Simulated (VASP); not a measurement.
Write the native input for VASP 6.6.1 that does the following.

- Task: single point
- Functional: PBE
- Potentials or basis: VASP PAW PBE potentials, release 64 (Re)
- Cutoff: 520 eV
- k mesh: 22 × 22 × 22
- Occupations: gaussian, width 0.15 eV
- Spin: no spin polarisation
- Dipole correction: no
- Further INCAR settings: ALGO = Fast; EDIFF = 1e-06; NBANDS = 10

The structure of Re lies in POSCAR:

```
Re
1.0
    0.0000000000      1.9750000000      1.9750000000
    1.9750000000      0.0000000000      1.9750000000
    1.9750000000      1.9750000000      0.0000000000
Re
1
Direct
    0.0000000000      0.0000000000      0.0000000000
```

This isn't the form of Re at room conditions, which is hcp.

These files were run (other wordings do the same):

INCAR

```
SYSTEM = Re
PREC = Accurate
ENCUT = 520
EDIFF = 1E-6
ISMEAR = 0
SIGMA = 0.15
LREAL = .FALSE.
LASPH = .TRUE.
NELM = 80
ALGO = Fast
ISIF = 2
LWAVE = .FALSE.
LCHARG = .TRUE.
GGA = PE
LELF = .TRUE.
LVHAR = .TRUE.
NBANDS = 10
```

KPOINTS

```
Automatic mesh
0
G
  22 22 22
  0 0 0
```

Potentials or basis: VASP PAW PBE potentials, release 64 (Re).

Command:

```bash
$ cat potpaw_PBE.64/Re/POTCAR > POTCAR
$ mpirun -np 1 vasp_std > vasp.out
```

It gave:

- Pressure: -9.9 GPa
- Band gap on the k mesh: none (metal or under the smearing width)

It took 21 s on 1 thread of Intel(R) Xeon(R) 6975P-C (Granite Rapids), with other jobs on the host, peak memory 0.18 GiB.
